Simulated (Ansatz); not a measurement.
# ZrN: the cost of one run

Computed with Ansatz 0.2.0 (DFT PBE, scalar-relativistic, plane waves, PAW, unless a step's input says otherwise).

4 further runs of the same task are left out: 1 that didn't finish, 3 set aside as unsound or not needed.

## (1) The starting structure

It takes space group Fm-3m (No. 225, cubic). The conventional cell has a = 4.596 Å, b = 4.596 Å, c = 4.596 Å, α = 90.00°, β = 90.00°, γ = 90.00°. Zr (site symmetry m-3m) has 6 N at 2.30 Å as nearest neighbours. Around N (site symmetry m-3m) lie 6 Zr at 2.30 Å.

Coordinates:

```xyz
2
Lattice="0.0000 2.2979 2.2979 2.2979 0.0000 2.2979 2.2979 2.2979 0.0000" Properties=species:S:1:pos:R:3 pbc="T T T"
Zr    0.0000    0.0000    0.0000
N     2.2979    2.2979    2.2979
```

This cell was relaxed beforehand with the same method: volume 12.13 Å³/atom, gap on the mesh none (metal).

## (2) Relaxing at 1 GPa

What is minimised here is the enthalpy; the energy can go up as the cell is squeezed.

input.yaml reads:

```yaml
crystal:
  lattice:
    - [0.0, 2.297852891, 2.297852891]
    - [2.297852891, 0.0, 2.297852891]
    - [2.297852891, 2.297852891, 0.0]
  atoms:
    - { symbol: Zr, position: [0.0, 0.0, 0.0] }
    - { symbol: "N", position: [0.5, 0.5, 0.5] }
basis:
  ecutwfc: 420
kpoints:
  mp_grid: { grid: [16, 16, 16] }
hamiltonian:
  xc: pbe
scf:
  occupations: { method: fermi_dirac, width: 0.15 }
output:
  forces: true
  stress: true
  eigenvalues: true
relax:
  adjacent_minimum: "off"
  f_tol: 0.001
  max_steps: 60
  cell: { stress_tol: 0.02, p_target: 1.0 }
```

Launch:

```sh
> ansatz run input.yaml --threads 1 --pin off --max-ram 3072MiB --backend cpu --events-out ev --progress --plain --runs-dir out
```

What time and memory should one allow on 1 thread of AMD EPYC 7R43 (Zen 3), shared host?

About 25 s, with a peak of 0.4 GiB.
